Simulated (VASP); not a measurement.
# TaN (P6_3/mmc) in VASP: further runs

One crystal, TaN, is run at these levels: LDA+U; tasks: single point.

Program: VASP 6.6.1. These are calculated values, not measurements. Logs are shortened: lines on timing, memory, paths and dates and some standing lists are left out, and cuts for length are marked.

**1. The structure**

Symmetry: P6_3/mmc, No. 194, hexagonal system. The conventional cell has a = 3.048 Å, b = 3.048 Å, c = 4.918 Å, α = 90.00°, β = 90.00°, γ = 120.00°. Ta (site symmetry -3m) is surrounded by 6 N at 2.15 Å and 2 Ta at 2.46 Å. N (site symmetry -6m2) has 6 Ta at 2.15 Å as nearest neighbours.

**2. Single point, LDA+U, collinear spin, ferromagnetic start**

INCAR reads:

```
SYSTEM = TaN
PREC = Accurate
ENCUT = 520
EDIFF = 1E-6
ISMEAR = 0
SIGMA = 0.05
LREAL = .False.
LASPH = .True.
NELM = 100
ALGO = Fast
ISIF = 2
LWAVE = .False.
LCHARG = .True.
ISPIN = 2
MAGMOM = 0.5 0.5 0 0
LORBIT = 11
LMAXMIX = 4
LDAU = .True.
LDAUTYPE = 2
LDAUL = 2 -1
LDAUU = 6 0
LDAUJ = 0 0
LDAUPRINT = 1
LELF = .True.
LVHAR = .True.
```

KPOINTS reads:

```
Automatic mesh
0
Gamma
  7 7 4
  0 0 0
```

POSCAR reads:

```
TaN
1.0
    3.0480018400      0.0000000000      0.0000000000
   -1.5240009200      2.6396470300      0.0000000000
    0.0000000000      0.0000000000      4.9179997800
Ta N
2 2
Direct
    0.0000000000      0.0000000000      0.0000000000
    0.0000000000      0.0000000000      0.5000000000
    0.3333333333      0.6666666667      0.2500000000
    0.6666666667      0.3333333333      0.7500000000
```

Potentials or basis: VASP PAW LDA potentials, release 64 (Ta_pv, N).

Launch:

```sh
cat potpaw_LDA.64/Ta_pv/POTCAR potpaw_LDA.64/N/POTCAR > POTCAR
mpirun -np 1 vasp_std > vasp.out
```

OUTCAR:

```text
SYSTEM = TaN
   PREC = Accurate
   ENCUT = 520
   EDIFF = 1E-6
   ISMEAR = 0
   LREAL = .False.
   LASPH = .True.
   NELM = 100
   ISIF = 2
   ISPIN = 2
   LORBIT = 11

 ion  position               nearest neighbor table
   1  0.000  0.000  0.000-   3 2.15   4 2.15   4 2.15   3 2.15   4 2.15   3 2.15   2 2.46   2 2.46

   2  0.000  0.000  0.500-   3 2.15   4 2.15   4 2.15   3 2.15   4 2.15   3 2.15   1 2.46   1 2.46

   3  0.333  0.667  0.250-   1 2.15   2 2.15   1 2.15   2 2.15   1 2.15   2 2.15
   4  0.667  0.333  0.750-   1 2.15   2 2.15   1 2.15   2 2.15   1 2.15   2 2.15

  LATTYP: Found a hexagonal cell.
 ALAT       =     3.0480018400
 C/A-ratio  =     1.6135160142

  Lattice vectors:

 A1 = (   3.0480018400,   0.0000000000,   0.0000000000)
 A2 = (  -1.5240009200,   2.6396470300,   0.0000000000)
 A3 = (   0.0000000000,   0.0000000000,   4.9179997800)

Analysis of symmetry for initial positions (statically):
=====================================================================
 Subroutine PRICEL returns:
 Original cell was already a primitive cell.

 Routine SETGRP: Setting up the symmetry group for a
 hexagonal supercell.

 Subroutine GETGRP returns: Found 24 space group operations
 (whereof 12 operations were pure point group operations)
 out of a pool of 24 trial point group operations.

The static configuration has the point symmetry D_3d.
 The point group associated with its full space group is D_6h.

Analysis of symmetry for dynamics (positions and initial velocities):
=====================================================================
 Subroutine PRICEL returns:
 Original cell was already a primitive cell.

 Routine SETGRP: Setting up the symmetry group for a
 hexagonal supercell.

 Subroutine GETGRP returns: Found 24 space group operations
 (whereof 12 operations were pure point group operations)
 out of a pool of 24 trial point group operations.

The dynamic configuration has the point symmetry D_3d.
 The point group associated with its full space group is D_6h.

Analysis of structural, dynamic, and magnetic symmetry:
=====================================================================
 Subroutine PRICEL returns:
 Original cell was already a primitive cell.

 Routine SETGRP: Setting up the symmetry group for a
 hexagonal supercell.

 Subroutine GETGRP returns: Found 24 space group operations
 (whereof 12 operations were pure point group operations)
 out of a pool of 24 trial point group operations.

The overall configuration has the point symmetry D_3d.
 The point group associated with its full space group is D_6h.

 Subroutine INISYM returns: Found 24 space group operations
 (whereof 12 operations are pure point group operations),
 and found     1 'primitive' translations

----------------------------------------------------------------------------------------

                                     Primitive cell

  volume of cell :      39.5685

  direct lattice vectors                    reciprocal lattice vectors
     3.048001840  0.000000000  0.000000000     0.328083791  0.189419265  0.000000000
    -1.524000920  2.639647030  0.000000000     0.000000000  0.378838530  0.000000000
     0.000000000  0.000000000  4.917999780     0.000000000  0.000000000  0.203334698

  length of vectors
     3.048001840  3.048001845  4.917999780     0.378838530  0.378838530  0.203334698

  position of ions in fractional coordinates (direct lattice)
     0.000000000  0.000000000  0.000000000
     0.000000000  0.000000000  0.500000000
     0.333333333  0.666666667  0.250000000
     0.666666667  0.333333333  0.750000000

  ion indices of the primitive-cell ions
   primitive index   ion index
                 1           1
                 2           2
                 3           3
                 4           4

----------------------------------------------------------------------------------------

 KPOINTS: Automatic mesh

Automatic generation of k-mesh.
 Grid dimensions read from file:
 generate k-points for:    7    7    4

 Generating k-lattice:

[... 93 lines left out ...]
   LEPSILON=     F    determine dielectric tensor
   LRPA    =     F    only Hartree local field effects (RPA)
 spin polarized calculation
 RMM-DIIS sequential band-by-band and
 Gauss-broadening in eV      SIGMA  =   0.05
  energy-cutoff  :      520.00
  volume of cell :       39.57
 maximum number of plane-waves:      1087
 NGX is ok and might be reduce to    24
   NGX = 11   NGY = 11   NGZ = 19

 number of electron      32.0000002 magnetization       0.0000834

atom =   1  type =  1  l = 2

 onsite density matrix

spin component  1

  0.2100 -0.0000  0.0000  0.0099 -0.0000
 -0.0000  0.2488  0.0000  0.0000  0.0099
  0.0000  0.0000  0.3956  0.0000  0.0000
  0.0099  0.0000  0.0000  0.2488 -0.0000
 -0.0000  0.0099  0.0000 -0.0000  0.2100

spin component  2

  0.2100 -0.0000  0.0000  0.0099 -0.0000
 -0.0000  0.2487  0.0000  0.0000  0.0099
  0.0000  0.0000  0.3956  0.0000  0.0000
  0.0099  0.0000  0.0000  0.2487 -0.0000
 -0.0000  0.0099  0.0000 -0.0000  0.2100

 occupancies and eigenvectors

  o =  0.2076  v =  0.0000  0.0000  0.0000  0.0000  0.0000  0.9724 -0.0000 -0.0000 -0.2332  0.0000      0.0000  0.0000  0.0000  0.0000  0.0000  0.0000  0.0000  0.0000  0.0000  0.0000
  o =  0.2076  v =  0.0000  0.0000  0.0000  0.0000  0.0000  0.0000  0.2332  0.0000 -0.0000 -0.9724      0.0000  0.0000  0.0000  0.0000  0.0000  0.0000  0.0000  0.0000  0.0000  0.0000
  o =  0.2076  v =  0.9724 -0.0000 -0.0000 -0.2332  0.0000  0.0000  0.0000  0.0000  0.0000  0.0000      0.0000  0.0000  0.0000  0.0000  0.0000  0.0000  0.0000  0.0000  0.0000  0.0000
  o =  0.2076  v =  0.0000  0.2332  0.0000 -0.0000 -0.9724  0.0000  0.0000  0.0000  0.0000  0.0000      0.0000  0.0000  0.0000  0.0000  0.0000  0.0000  0.0000  0.0000  0.0000  0.0000
  o =  0.2511  v =  0.0000  0.0000  0.0000  0.0000  0.0000  0.2332 -0.0000 -0.0000  0.9724 -0.0000      0.0000  0.0000  0.0000  0.0000  0.0000  0.0000  0.0000  0.0000  0.0000  0.0000
  o =  0.2511  v =  0.0000  0.0000  0.0000  0.0000  0.0000  0.0000  0.9724 -0.0000  0.0000  0.2332      0.0000  0.0000  0.0000  0.0000  0.0000  0.0000  0.0000  0.0000  0.0000  0.0000
  o =  0.2511  v =  0.2332  0.0000 -0.0000  0.9724  0.0000  0.0000  0.0000  0.0000  0.0000  0.0000      0.0000  0.0000  0.0000  0.0000  0.0000  0.0000  0.0000  0.0000  0.0000  0.0000
  o =  0.2511  v =  0.0000 -0.9724  0.0000  0.0000 -0.2332  0.0000  0.0000  0.0000  0.0000  0.0000      0.0000  0.0000  0.0000  0.0000  0.0000  0.0000  0.0000  0.0000  0.0000  0.0000
  o =  0.3956  v =  0.0000  0.0000  1.0000 -0.0000  0.0000  0.0000  0.0000  0.0000  0.0000  0.0000      0.0000  0.0000  0.0000  0.0000  0.0000  0.0000  0.0000  0.0000  0.0000  0.0000
  o =  0.3956  v =  0.0000  0.0000  0.0000  0.0000  0.0000 -0.0000 -0.0000 -1.0000 -0.0000 -0.0000      0.0000  0.0000  0.0000  0.0000  0.0000  0.0000  0.0000  0.0000  0.0000  0.0000

atom =   2  type =  1  l = 2

 onsite density matrix

spin component  1

  0.2100  0.0000 -0.0000 -0.0099 -0.0000
  0.0000  0.2488 -0.0000  0.0000 -0.0099
 -0.0000 -0.0000  0.3956 -0.0000  0.0000
 -0.0099  0.0000 -0.0000  0.2488  0.0000
 -0.0000 -0.0099  0.0000  0.0000  0.2100

spin component  2

  0.2100  0.0000 -0.0000 -0.0099 -0.0000
  0.0000  0.2487 -0.0000  0.0000 -0.0099
 -0.0000 -0.0000  0.3956 -0.0000  0.0000
 -0.0099  0.0000 -0.0000  0.2487  0.0000
 -0.0000 -0.0099  0.0000  0.0000  0.2100

 occupancies and eigenvectors

  o =  0.2076  v =  0.0000  0.0000  0.0000  0.0000  0.0000  0.9724  0.0000 -0.0000  0.2332  0.0000      0.0000  0.0000  0.0000  0.0000  0.0000  0.0000  0.0000  0.0000  0.0000  0.0000
  o =  0.2076  v =  0.0000  0.0000  0.0000  0.0000  0.0000 -0.0000  0.2332 -0.0000 -0.0000  0.9724      0.0000  0.0000  0.0000  0.0000  0.0000  0.0000  0.0000  0.0000  0.0000  0.0000
  o =  0.2076  v =  0.9724  0.0000 -0.0000  0.2332  0.0000  0.0000  0.0000  0.0000  0.0000  0.0000      0.0000  0.0000  0.0000  0.0000  0.0000  0.0000  0.0000  0.0000  0.0000  0.0000
  o =  0.2076  v = -0.0000  0.2332 -0.0000 -0.0000  0.9724  0.0000  0.0000  0.0000  0.0000  0.0000      0.0000  0.0000  0.0000  0.0000  0.0000  0.0000  0.0000  0.0000  0.0000  0.0000
  o =  0.2511  v =  0.0000  0.0000  0.0000  0.0000  0.0000 -0.2332  0.0000  0.0000  0.9724 -0.0000      0.0000  0.0000  0.0000  0.0000  0.0000  0.0000  0.0000  0.0000  0.0000  0.0000
  o =  0.2511  v =  0.0000  0.0000  0.0000  0.0000  0.0000 -0.0000 -0.9724 -0.0000  0.0000  0.2332      0.0000  0.0000  0.0000  0.0000  0.0000  0.0000  0.0000  0.0000  0.0000  0.0000
  o =  0.2511  v = -0.2332  0.0000  0.0000  0.9724 -0.0000  0.0000  0.0000  0.0000  0.0000  0.0000      0.0000  0.0000  0.0000  0.0000  0.0000  0.0000  0.0000  0.0000  0.0000  0.0000
  o =  0.2511  v = -0.0000 -0.9724 -0.0000  0.0000  0.2332  0.0000  0.0000  0.0000  0.0000  0.0000      0.0000  0.0000  0.0000  0.0000  0.0000  0.0000  0.0000  0.0000  0.0000  0.0000
  o =  0.3956  v =  0.0000  0.0000 -1.0000  0.0000 -0.0000  0.0000  0.0000  0.0000  0.0000  0.0000      0.0000  0.0000  0.0000  0.0000  0.0000  0.0000  0.0000  0.0000  0.0000  0.0000
  o =  0.3956  v =  0.0000  0.0000  0.0000  0.0000  0.0000  0.0000  0.0000 -1.0000  0.0000 -0.0000      0.0000  0.0000  0.0000  0.0000  0.0000  0.0000  0.0000  0.0000  0.0000  0.0000

 number of electron      32.0000002 magnetization      -0.0000284

 Free energy of the ion-electron system (eV)
  ---------------------------------------------------
  ext. energy  EPLUGINS =         0.00000000
  ---------------------------------------------------
  free energy    TOTEN  =       -34.68901617 eV

  energy without entropy =      -34.68732687  energy(sigma->0) =      -34.68817152

 E-fermi :  10.5785     XC(G=0): -13.9864

 val. band max:       10.5710470820   @ k =   0.4286   0.1429   0.2500
 cond. band min:      10.7597120703   @ k =   0.0000   0.0000   0.5000
 fundamental gap:      0.1886649883
 Fermi energy:        10.5784859387

 spin component 1

 k-point     1 :       0.0000    0.0000    0.0000
  band No.  band energies     occupation
      1     -27.5467      1.00000
      2     -25.7944      1.00000
      3     -25.7944      1.00000
      4     -25.4211      1.00000
      5     -25.4211      1.00000
      6     -24.5186      1.00000
[... 565 lines left out ...]
     20      13.3937      0.00000
     21      15.9540      0.00000
 Fermi energy:        10.5784859387

 spin component 2

 k-point     1 :       0.0000    0.0000    0.0000
  band No.  band energies     occupation
      1     -27.5468      1.00000
      2     -25.7945      1.00000
      3     -25.7945      1.00000
      4     -25.4212      1.00000
      5     -25.4212      1.00000
      6     -24.5187      1.00000
[... 565 lines left out ...]
     20      13.3937      0.00000
     21      15.9540      0.00000

------------------------ aborting loop because EDIFF is reached ----------------------------------------

  FORCE on cell =-STRESS in cart. coord.  units (eV):
  Direction    XX          YY          ZZ          XY          YZ          ZX
  --------------------------------------------------------------------------------------
  -------------------------------------------------------------------------------------
  Total        8.7758865      8.7758865     31.2042472      0.0000000     -0.0000000      0.0000000
  in kB      355.3464580    355.3464596   1263.4984229      0.0000000     -0.0000000      0.0000000
  external PRESSURE =     658.0637802 kB  Pullay stress =       0.0000000 kB

 VOLUME and BASIS-vectors are now :
 -----------------------------------------------------------------------------
  energy-cutoff  :      520.00
  volume of cell :       39.57
      direct lattice vectors                 reciprocal lattice vectors
     3.048001840  0.000000000  0.000000000     0.328083791  0.189419265  0.000000000
    -1.524000920  2.639647030  0.000000000     0.000000000  0.378838530  0.000000000
     0.000000000  0.000000000  4.917999780     0.000000000  0.000000000  0.203334698

 POSITION                                       TOTAL-FORCE (eV/Angst)
 -----------------------------------------------------------------------------------
      0.00000      0.00000      0.00000         0.000000      0.000000      0.000000
      0.00000      0.00000      2.45900         0.000000      0.000000      0.000000
     -0.00000      1.75976      1.22950        -0.000000      0.000000      0.000000
      1.52400      0.87988      3.68850         0.000000     -0.000000     -0.000000
 -----------------------------------------------------------------------------------
    total drift:                               -0.000000      0.000000      0.000000

  FREE ENERGIE OF THE ION-ELECTRON SYSTEM (eV)
  ---------------------------------------------------
  free  energy   TOTEN  =       -34.6890161682 eV

  energy  without entropy=      -34.6873268741  energy(sigma->0) =      -34.68817152

 total charge

# of ion       s       p       d       tot
------------------------------------------
    1        0.346   6.318   2.570   9.233
    2        0.346   6.318   2.570   9.233
    3        1.226   2.597   0.000   3.823
    4        1.226   2.597   0.000   3.823
--------------------------------------------------
tot          3.144  17.830   5.140  26.114

 magnetization (x)

# of ion       s       p       d       tot
------------------------------------------
    1        0.000  -0.000   0.000   0.000
    2        0.000  -0.000   0.000   0.000
    3        0.000  -0.000   0.000  -0.000
    4        0.000  -0.000   0.000  -0.000
--------------------------------------------------
tot          0.000  -0.000   0.000  -0.000
```

Run time: 26 s. Hardware: 1 thread of Intel Xeon Platinum 8488C (Sapphire Rapids), shared host; peak memory 0.17 GiB.

Results:

| Property | Result |
| --- | --- |
| Free energy | -34.6890 eV |
| Pressure | 65.8 GPa |
| Band gap on the k mesh | none (metal or under the smearing width) |
| Net moment | 0.00 μB per cell |
| Valence electrons inside the program's atomic spheres | Ta 9.23; N 3.82 |

Levels at points of the mesh, in eV from the Fermi level:
Spin up:
| k point | band 13 | band 14 | band 15 | band 16 | band 17 | band 18 | band 19 | band 20 |
| --- | --- | --- | --- | --- | --- | --- | --- | --- |
| (0.00, 0.00, 0.00) | -4.06 | -4.06 | -4.05 | -1.67 | -1.67 | -0.30 | -0.30 | 2.35 |
| (0.00, 0.00, 0.50) | -6.48 | -6.48 | -0.45 | -0.45 | 0.18 | 0.18 | 0.18 | 0.18 |
Spin down:
| k point | band 12 | band 13 | band 14 | band 15 | band 16 | band 17 | band 18 | band 19 | band 20 | band 21 |
| --- | --- | --- | --- | --- | --- | --- | --- | --- | --- | --- |
| (0.00, 0.00, 0.00) | -5.69 | -4.06 | -4.06 | -4.05 | -1.67 | -1.67 | -0.30 | -0.30 | 2.35 | 3.70 |
| (0.00, 0.00, 0.50) | -6.48 | -6.48 | -6.48 | -0.45 | -0.45 | 0.18 | 0.18 | 0.18 | 0.18 | 4.78 |

Eigenvalues of the final occupation matrices:
| site | spin | trace | eigenvalues |
| --- | --- | --- | --- |
| site 1 d | 1 | 1.31 | 0.21 0.21 0.25 0.25 0.40 |
| site 1 d | 2 | 1.31 | 0.21 0.21 0.25 0.25 0.40 |
| site 2 d | 1 | 1.31 | 0.21 0.21 0.25 0.25 0.40 |
| site 2 d | 2 | 1.31 | 0.21 0.21 0.25 0.25 0.40 |

Caveat: a pressure of tens of GPa on the cell as given is suspect, and the run, the potentials or the cell itself is likely at fault. The run has no spin-orbit coupling, so splittings on Ta are missing.

(Continued in part 2 of 2.)
